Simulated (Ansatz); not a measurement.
# InSe (C2/m) in Ansatz: a series of runs

One crystal, InSe, is run at these levels: LDA, r2SCAN; tasks: band structure, single point, equation of state.

Everything below comes from runs of Ansatz 0.2.0. Logs are shortened: lines on timing, memory, paths and dates and some standing lists are left out, and cuts for length are marked.

### 1 Starting point

It takes space group C2/m (No. 12, monoclinic). The conventional cell has a = 11.653 Å, b = 4.109 Å, c = 5.073 Å, α = 90.00°, β = 109.86°, γ = 90.00°. Around In (site symmetry m) lie 3 Se at 2.68 to 2.69 Å and 1 In at 2.80 Å. Se (site symmetry m) has 3 In at 2.68 to 2.69 Å as nearest neighbours.

The cell comes from a database or a generator and needn't be the stable form of this composition.

### 2 Band structure, LDA

The input, input.yaml:

```yaml
crystal:
  lattice:
    - [5.8263928781, -2.054648955, 0.0]
    - [5.8263928781, 2.054648955, 0.0]
    - [-1.723233014, 0.0, 4.7713478577]
  atoms:
    - { symbol: In, position: [0.88820325, 0.88820325, 0.04684136] }
    - { symbol: In, position: [0.11179675, 0.11179675, 0.95315864] }
    - { symbol: Se, position: [0.66092759, 0.66092759, 0.66895562] }
    - { symbol: Se, position: [0.33907241, 0.33907241, 0.33104438] }
hamiltonian:
  xc: lda
  pseudopotentials: { kind: paw }
kpoints:
  mp_grid: { grid: [7, 7, 6] }
  band_path:
    path:
      - [[0.0, 0.5, 0.0], [0.0, 0.0, 0.0], [0.0, 0.0, -0.5]]
      - [[0.0, 0.5, -0.5], [0.0, 0.0, 0.0], [-0.5, -0.5, 0.5]]
      - [[-0.5, 0.0, 0.5], [0.0, 0.0, 0.0], [-0.5, -0.5, 0.0]]
      - [[-0.5, 0.0, 0.0], [0.0, 0.0, 0.0]]
    npoints: 14
scf:
  occupations: { method: fermi_dirac, width: 0.05 }
  n_extra_bands: 10
output:
  forces: true
  stress: true
  eigenvalues: true
  fatbands: true
  write_density: true
  write_potential: true
  elf: true
  volumetric_format: npy
```

Potentials or basis: Ansatz PAW.

Launch:

```bash
ansatz run input.yaml --threads 2 --pin off --max-ram 5632MiB --backend cpu --events-out ev --progress --plain --runs-dir out
```

What it wrote:

```text
Warning: RAYON_NUM_THREADS=2 ignored (pool sized by the plan → 2); use --threads N
scf.n_extra_bands = 10 over 29 filled bands (N_el = 58.0): the run solves 39 bands
Engine: ansatz 0.2.0, x86_64-unknown-linux-gnu
Pseudopotentials: kind: paw
Pseudopotential: In, paw, valence charge 13, recommended cutoff 420 eV (normal), In.paw.azcp
Pseudopotential: Se, paw, valence charge 16, recommended cutoff 420 eV (normal), Se.paw.azcp
Functional definition: SPW92
  exchange = slater_x
  correlation = pw_c
Crystal: 4 atoms, lattice volume = 114.237 Å³
Basis set: ecut = 420 eV, 2235 PW (Γ)
Bands: 39, of which v1, the nominal top of the filled ones, is band 29 counted from 1 (28 counted from 0)
Symmetry: 4 space group operations
Space group: C2/m (ITA 12), of the structure as read, at distance tolerance 4.9e-5 Å
k-points: 88 of 294
Non-local potential: In, projectors of the file, l = 0: 2, l = 1: 2, l = 2: 2, l = 3: 2
Non-local potential: Se, projectors of the file, l = 0: 2, l = 1: 2, l = 2: 3, l = 3: 1
PAW form: soft (Blöchl's): semilocal exchange-correlation on the pseudo side does not see the compensation charge
PAW frozen core: In, regenerated for the run's functional, and the local potential with it (the file was generated under x = pbe(κ = 0.804, μ = 0.2195149727645171), c = pbe(β = 0.06672455060314922))
PAW frozen core: Se, regenerated for the run's functional, and the local potential with it (the file was generated under x = pbe(κ = 0.804, μ = 0.2195149727645171), c = pbe(β = 0.06672455060314922))
PAW one-centre angular grid: In, 590 points (default); XC on 64 Gauss nodes
PAW one-centre angular grid: Se, 590 points (default); XC on 64 Gauss nodes
Initial density: superposition of atomic densities (neutral atoms: chi_scale 0, normalization atom), corrected by the library's trained network
Initial wavefunctions: pseudopotential atomic-orbital guess
Functional: x = slater, c = lda
SCF iter   1: F=—  HF=-21682.616912 eV  |F-HF|=—  |Δ(HF+E_count)|=         —  Δρ=6.18e-3  dr2=3.09e-2  ethr=1.77e-3  ⟨swp⟩=6.7  Hψ=15172  notcnv=0  defer=94
preconditioner: auto → Resta (q_TF=auto, 2.437 Å⁻¹)  ε∞=2.9  [insulator: Δε(μ)=0.999 eV  Ē_g=15.347 eV  σ=0.050 eV  W_gap=1.00  n_scr=32 (ndim 8)  ℏωp=21.4 eV  f_vac=0.050  D(μ)=0.00/eV (n_scr^D=0)  ε∞_Penn≈2.9]
SCF iter   2: F=—  HF=-21682.606774 eV  |F-HF|=—  |Δ(HF+E_count)|=   1.01e-2  Δρ=2.68e-3  dr2=5.02e-3  ethr=5.33e-5  ⟨swp⟩=2.1  Hψ=6040  notcnv=0  defer=234
SCF iter   3: F=—  HF=-21682.605490 eV  |F-HF|=—  |Δ(HF+E_count)|=   1.28e-3  Δρ=5.61e-4  dr2=2.86e-4  ethr=8.66e-6  ⟨swp⟩=2.0  Hψ=4071  notcnv=0  defer=234
SCF iter   4: F=—  HF=-21682.605458 eV  |F-HF|=—  |Δ(HF+E_count)|=   3.26e-5  Δρ=1.19e-4  dr2=2.00e-5  ethr=4.94e-7  ⟨swp⟩=2.0  Hψ=3896  notcnv=0  defer=234
SCF iter   5: F=—  HF=-21682.605484 eV  |F-HF|=—  |Δ(HF+E_count)|=   2.66e-5  Δρ=3.76e-5  dr2=1.80e-6  ethr=3.45e-8  ⟨swp⟩=2.0  Hψ=5746  notcnv=0  defer=234
SCF iter   6: F=—  HF=-21682.605485 eV  |F-HF|=—  |Δ(HF+E_count)|=   2.93e-7  Δρ=9.45e-6  dr2=1.66e-7  ethr=3.11e-9  ⟨swp⟩=2.1  Hψ=5230  notcnv=0  defer=234
SCF iter   7: F=-21682.605485 eV  HF=-21682.605485 eV  |F-HF|=1.99e-9  |Δ(HF+E_count)|=   1.30e-8  Δρ=2.39e-6  dr2=8.90e-9  ethr=1.72e-10  ⟨swp⟩=13.4  Hψ=24239  notcnv=0
SCF 1 converged in 7 iterations: F = -21682.605485 eV  dr2 = 8.90e-9
NSCF: frozen V_eff on 102 k-points
SCF converged after 7 iterations
Free energy (F): -21682.605485 eV
Harris-Foulkes:  -21682.605485 eV  (|F-HF|=1.99e-9)
Internal energy: -21682.605484 eV  (E = F + TS)
E sigma→0 (E₀):  -21682.605484 eV
Entropy (-TS):   -0.000001 eV (-0.000 meV/atom)
Fermi energy:    7.372437 eV
--- Per-component energies (eV) ---
  E_band       = -915.120896
  E_kinetic    = 723.723730
  E_local      = -7790.125764  (includes V_loc(G=0)·N_el)
  E_nonlocal   = -437.703174
  E_hartree    = 3583.262577
  E_xc         = -633.020849
  E_vxc        = -397.600950  (∫ρ·V_xc dr)
  E_paw        = -11684.924190  (= ΣΔE_a)
  E_vpaw       = -179.941122  (= ΣTr[D̂ρ^β])
  E_aug_tail   = -0.001186  (compensation charges beyond the density's cutoff)
  E_ewald      = -5448.820425
  E_core_change = 5.003797  (= ΣΔE_core)
  E_smearing   = -0.000001  (= −TS)
  E_closure    = 0.000000  (closes the sum)
  Σ components = -21682.605485   (vs F -21682.605485, Δ=0.00e0)
--- Forces (eV/Å), atoms counted from 1 ---
  atom   1  In    -0.07771045     0.00000000     0.01189268
  atom   2  In     0.07771045    -0.00000000    -0.01189268
  atom   3  Se     0.00014566     0.00000000     0.08963317
  atom   4  Se    -0.00014566    -0.00000000    -0.08963317
  max |Σ_I F_I| component: 1.39e-17 eV/Å
--- Stress (GPa, compression-positive) ---
       -3.373957       0.000000       0.037510
        0.000000      -2.667841       0.000000
        0.037511       0.000000      -2.329960
  P = ⅓ Tr σ = -2.7906 GPa (-27.906 kbar)
--- Band table (eV; the first three rows and the last of 88) ---
  k-point 0: bands = ["-40.3393", "-40.3390", "-40.3389", "-40.3387", "-40.3124", "-40.3120", "-40.3102", "-40.3099", "-40.2997", "-40.2997", "-7.5756", "-7.4586", "-7.2657", "-7.2303", "-7.1918", "-7.1883", "-7.1410", "-7.1008", "-7.0708", "-6.9187", "-6.3298", "-4.6646", "2.0919", "3.0614", "3.0991", "4.6141", "4.9080", "5.5183", "5.7433", "9.4626", "9.7935", "10.3954", "11.6337", "12.2814", "12.2924", "13.5351", "15.0740", "16.2608", "16.8238"]
  k-point 1: bands = ["-40.3393", "-40.3390", "-40.3389", "-40.3387", "-40.3124", "-40.3120", "-40.3102", "-40.3099", "-40.2997", "-40.2996", "-7.5804", "-7.4577", "-7.2662", "-7.2291", "-7.1917", "-7.1901", "-7.1404", "-7.1006", "-7.0704", "-6.9213", "-6.2341", "-4.7715", "1.8252", "2.7150", "3.4401", "4.9511", "4.9563", "5.7718", "5.9326", "8.9313", "9.1603", "10.8568", "11.2831", "12.2271", "13.1032", "13.7114", "14.8227", "15.2518", "16.2126"]
  k-point 2: bands = ["-40.3393", "-40.3390", "-40.3389", "-40.3387", "-40.3124", "-40.3121", "-40.3102", "-40.3099", "-40.2997", "-40.2996", "-7.5888", "-7.4562", "-7.2673", "-7.2262", "-7.1934", "-7.1912", "-7.1392", "-7.1002", "-7.0699", "-6.9263", "-5.9857", "-5.0433", "1.4202", "2.3352", "4.0828", "5.0525", "5.5579", "5.8117", "6.3405", "8.2570", "8.5720", "10.8443", "10.8678", "12.8642", "13.3267", "13.4254", "14.7765", "15.5986", "16.0796"]
  k-point 87: bands = ["-40.3393", "-40.3390", "-40.3389", "-40.3386", "-40.3122", "-40.3122", "-40.3101", "-40.3100", "-40.2997", "-40.2996", "-7.5595", "-7.4245", "-7.3249", "-7.3105", "-7.2562", "-7.1778", "-7.1543", "-7.0930", "-7.0197", "-6.9106", "-5.8005", "-4.8842", "0.8647", "2.0265", "3.9843", "4.2295", "5.6921", "6.2962", "6.5499", "8.7845", "10.3504", "10.4573", "11.1304", "12.4677", "12.6221", "13.5924", "14.8913", "15.0835", "16.0195"]
```

It took 9 s on 2 threads of Intel Xeon 6975P-C (Granite Rapids), shared host; peak memory 0.66 GiB.

What came out:

```yaml
Free_energy: -21682.6055 eV
Pressure: -2.8 GPa
Largest_force: 0.090 eV/Å
Band_gap_on_the_k_mesh: 1.00 eV, indirect (least direct gap 1.06 eV)
Band_gap_along_the_path: 0.99 eV, indirect (least direct gap 1.23 eV)
```

Forces in eV/Å, atoms in the order of the input:
```
In  -0.078  0.000  0.012
In   0.078  0.000 -0.012
Se   0.000  0.000  0.090
Se   0.000  0.000 -0.090
```

Levels at the corners of the path, in eV from the valence-band top:
```
point  band 25  band 26  band 27  band 28  band 29  band 30  band 31  band 32  band 33  band 34
    X    -2.45    -2.15    -1.77    -1.55    -1.18     1.55     2.34     3.61     3.62     4.34
    Γ    -3.76    -2.25    -1.95    -1.34    -1.12     2.60     2.93     3.54     4.77     5.42
    Y    -2.16    -1.75    -1.43    -1.04    -0.38     0.99     2.00     3.46     3.84     6.28
    L    -3.33    -2.96    -2.14    -2.10    -1.29     2.36     3.36     3.64     4.64     6.04
    Γ    -3.76    -2.25    -1.95    -1.34    -1.12     2.60     2.93     3.54     4.77     5.42
    Z    -2.36    -1.65    -1.27    -0.72    -0.49     2.07     2.92     3.35     4.68     5.55
    N    -3.33    -2.96    -2.14    -2.10    -1.29     2.36     3.36     3.64     4.64     6.04
    Γ    -3.76    -2.25    -1.95    -1.34    -1.12     2.60     2.93     3.54     4.77     5.42
    M    -2.37    -2.34    -1.18    -0.67    -0.05     1.37     2.57     3.30     3.92     5.56
    R    -2.45    -2.15    -1.77    -1.55    -1.18     1.55     2.34     3.61     3.62     4.34
    Γ    -3.76    -2.25    -1.95    -1.34    -1.12     2.60     2.93     3.54     4.77     5.42
```

Caveat: spin-orbit coupling is left out, which moves the levels of the heavy elements; the PAW data sets come from PBE, with cores solved anew for the run's functional, which leaves a small shift of forces and pressure.

### 3 Single point, LDA, 26.85 Å³/atom (volume scaled by 0.94)

The input, input.yaml:

```yaml
crystal:
  lattice:
    - [5.7074535273, -2.0127055746, 0.0]
    - [5.7074535273, 2.0127055746, 0.0]
    - [-1.6880551226, 0.0, 4.6739460813]
  atoms:
    - { symbol: In, position: [0.88820325, 0.88820325, 0.04684136] }
    - { symbol: In, position: [0.11179675, 0.11179675, 0.95315864] }
    - { symbol: Se, position: [0.66092759, 0.66092759, 0.66895562] }
    - { symbol: Se, position: [0.33907241, 0.33907241, 0.33104438] }
hamiltonian:
  xc: lda
  pseudopotentials: { kind: paw }
kpoints:
  mp_grid: { grid: [7, 7, 6] }
scf:
  occupations: { method: fermi_dirac, width: 0.05 }
output:
  forces: true
  stress: true
  eigenvalues: true
```

Potentials or basis: Ansatz PAW.

Launch:

```bash
ansatz run input.yaml --threads 2 --pin off --max-ram 5632MiB --backend cpu --events-out ev --progress --plain --runs-dir out
```

What it wrote:

```text
Warning: RAYON_NUM_THREADS=2 ignored (pool sized by the plan → 2); use --threads N
[... 7 set-up lines as earlier in the session ...]
Crystal: 4 atoms, lattice volume = 107.383 Å³
Basis set: ecut = 420 eV, 2099 PW (Γ)
Bands: 35, of which v1, the nominal top of the filled ones, is band 29 counted from 1 (28 counted from 0)
[... 1 set-up line as earlier in the session ...]
Space group: C2/m (ITA 12), of the structure as read, at distance tolerance 4.8e-5 Å
k-points: 88 of 294
[... 4 set-up lines as earlier in the session ...]
[... 33 lines left out ...]
  E_aug_tail   = -0.001177  (compensation charges beyond the density's cutoff)
  E_ewald      = -5562.370042
  E_core_change = 5.003797  (= ΣΔE_core)
  E_smearing   = -0.000000  (= −TS)
  E_closure    = -0.000000  (closes the sum)
  Σ components = -21682.659970   (vs F -21682.659970, Δ=0.00e0)
--- Forces (eV/Å), atoms counted from 1 ---
  atom   1  In     0.20633775     0.00000000    -0.05076620
  atom   2  In    -0.20633775     0.00000000     0.05076620
  atom   3  Se     0.02834519     0.00000000    -0.40777963
  atom   4  Se    -0.02834519     0.00000000     0.40777963
  max |Σ_I F_I| component: 0.00e0 eV/Å
--- Stress (GPa, compression-positive) ---
        0.274801       0.000000       0.159028
        0.000000       0.684399       0.000000
        0.159028       0.000000       0.360804
  P = ⅓ Tr σ = 0.4400 GPa (4.400 kbar)
--- Band table (eV; the first three rows and the last of 88) ---
  k-point 0: bands = ["-39.5953", "-39.5949", "-39.5947", "-39.5945", "-39.5684", "-39.5679", "-39.5677", "-39.5673", "-39.5560", "-39.5560", "-6.9224", "-6.7527", "-6.5305", "-6.4935", "-6.4405", "-6.4350", "-6.3795", "-6.3437", "-6.3114", "-6.1338", "-5.8507", "-3.8959", "2.8593", "3.5643", "3.8054", "5.2415", "5.5857", "6.2045", "6.4866", "10.4561", "10.6985", "11.3149", "12.6006", "13.1760", "13.2797"]
  k-point 1: bands = ["-39.5953", "-39.5949", "-39.5947", "-39.5945", "-39.5684", "-39.5679", "-39.5677", "-39.5673", "-39.5560", "-39.5559", "-6.9310", "-6.7517", "-6.5313", "-6.4921", "-6.4404", "-6.4373", "-6.3787", "-6.3434", "-6.3088", "-6.1373", "-5.7414", "-4.0230", "2.5421", "3.3388", "4.0100", "5.6224", "5.6332", "6.5204", "6.6929", "9.7710", "10.1918", "11.7388", "12.2020", "13.1392", "14.1729"]
  k-point 2: bands = ["-39.5953", "-39.5949", "-39.5947", "-39.5945", "-39.5684", "-39.5680", "-39.5676", "-39.5673", "-39.5560", "-39.5559", "-6.9450", "-6.7501", "-6.5327", "-6.4885", "-6.4417", "-6.4395", "-6.3771", "-6.3428", "-6.3057", "-6.1443", "-5.4595", "-4.3413", "2.0859", "2.9340", "4.6816", "5.7456", "6.2782", "6.5682", "7.1523", "9.1499", "9.4850", "11.7207", "11.8509", "13.8157", "14.3561"]
  k-point 87: bands = ["-39.5954", "-39.5949", "-39.5948", "-39.5944", "-39.5682", "-39.5682", "-39.5676", "-39.5674", "-39.5560", "-39.5559", "-6.9069", "-6.7183", "-6.6173", "-6.5889", "-6.5234", "-6.4242", "-6.3938", "-6.3247", "-6.2467", "-6.1263", "-5.2244", "-4.1402", "1.4060", "2.5857", "4.6420", "4.8519", "6.4476", "7.0773", "7.3754", "9.8373", "11.2589", "11.3425", "12.1147", "13.4211", "13.6754"]
```

It took 3.9 s on 2 threads of Intel Xeon 6975P-C (Granite Rapids), shared host; peak memory 0.57 GiB.

What came out:

```yaml
Free_energy: -21682.6600 eV
Pressure: 0.4 GPa
Largest_force: 0.409 eV/Å
Band_gap_on_the_k_mesh: 1.10 eV, indirect (least direct gap 1.26 eV)
```

Caveat: odd divisions of the mesh miss points on the zone boundary, where band edges often lie, so the gap on the mesh can be too wide; spin-orbit coupling is left out, which moves the levels of the heavy elements; the PAW data sets come from PBE, with cores solved anew for the run's functional, which leaves a small shift of forces and pressure.

(Continued in part 2 of 2.)
